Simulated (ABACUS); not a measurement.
Here is an ABACUS 3.10.1 calculation.

The input run_abacus.py:

```python
"""ABACUS run from a structure file: ASE reads it, the script writes STRU, KPT and INPUT."""
import re
import subprocess
from ase.io import read
from ase.units import Bohr

atoms = read("MgO.xyz")
atoms = atoms[(-atoms.numbers).argsort(kind="stable")]  # ABACUS lists atoms element by element
pseudo = {'Mg': 'Mg_ONCV_PBE-1.2.upf', 'O': 'O_ONCV_PBE-1.2.upf'}
orbital = {}
magmoms = None
kmesh = [7, 7, 7]
params = {
    'suffix': 'MgO',
    'calculation': 'scf',
    'basis_type': 'pw',
    'pseudo_dir': './',
    'symmetry': 1,
    'dft_functional': 'scan',
    'ecutwfc': 97,
    'pseudo_rcut': 10,
    'nspin': 1,
    'nbands': 18,
    'ks_solver': 'dav',
    'smearing_method': 'fd',
    'smearing_sigma': 0.00367493,
    'scf_thr': 1e-08,
    'scf_nmax': 100,
    'mixing_type': 'broyden',
    'mixing_beta': 0.7,
    'cal_force': 1,
    'cal_stress': 1,
    'mixing_tau': 1,
    'out_chg': 1,
    'kpar': 4,
}

symbols = atoms.get_chemical_symbols()
elements = list(dict.fromkeys(symbols))
lines = ["ATOMIC_SPECIES"] + [f"{e} {atoms.get_masses()[symbols.index(e)]:.4f} {pseudo[e]}" for e in elements]
if orbital:
    lines += ["", "NUMERICAL_ORBITAL"] + [orbital[e] for e in elements]
lines += ["", "LATTICE_CONSTANT", f"{1 / Bohr:.10f}", "", "LATTICE_VECTORS"]
lines += [" ".join(f"{x:.10f}" for x in v) for v in atoms.cell]
lines += ["", "ATOMIC_POSITIONS", "Direct"]
for e in elements:
    lines += ["", e, "0.0", str(symbols.count(e))]
    for i, p in enumerate(atoms.get_scaled_positions(wrap=False)):
        if symbols[i] == e:
            mag = "" if magmoms is None else " mag " + " ".join(str(x) for x in (magmoms[i] if isinstance(magmoms[i], list) else [magmoms[i]]))
            lines.append(" ".join(f"{x:.10f}" for x in p) + " 1 1 1" + mag)
open("STRU", "w").write("\n".join(lines) + "\n")
open("KPT", "w").write("K_POINTS\n0\nGamma\n%d %d %d 0 0 0\n" % tuple(kmesh))
open("INPUT", "w").write("INPUT_PARAMETERS\n" + "".join(f"{k:<20s}{v}\n" for k, v in params.items()))

done = subprocess.run(['mpirun', '-np', '4', 'abacus'])
if done.returncode:
    raise SystemExit(done.returncode)
log = open("OUT.MgO/running_scf.log").read()
print("final energy (eV):", re.findall(r"FINAL_ETOT_IS (\S+)", log))
```

MgO.xyz

```xyz
2
Lattice="0.0000000000 2.0970013927 2.0970013927 2.0970013927 0.0000000000 2.0970013927 2.0970013927 2.0970013927 0.0000000000" Properties=species:S:1:pos:R:3 pbc="T T T"
Mg     0.0000000000      0.0000000000      0.0000000000
O      2.0970013927      2.0970013927      2.0970013927
```

Potentials or basis: SG15 ONCV 1.2 PBE, plane waves.

The run is started by

```console
$ OMP_NUM_THREADS=1 python run_abacus.py > log
```

Q: Predict the pressure.

A: 1.0 GPa.

Q: Predict the band gap on the k mesh.

A: 5.66 eV, direct.

Caveat: the potentials were made for another functional, which shifts forces and pressure.

**Measured values to compare with.**

“Electronic structure of alkaline earth and post-transition metal oxides”, 2009, arxiv:0908.1581 quotes, for a bulk crystal of MgO: band gap 7.83 eV.

Against the measured gap of MgO, 7.83 eV (quoted in “Electronic structure of alkaline earth and post-transition metal oxides”, 2009, arxiv:0908.1581), the calculated 5.66 eV is off by -2.17 eV. The value is that of SCAN, without temperature or zero-point motion. The cell is a database's relaxed one, not the measured one, which moves gaps too.
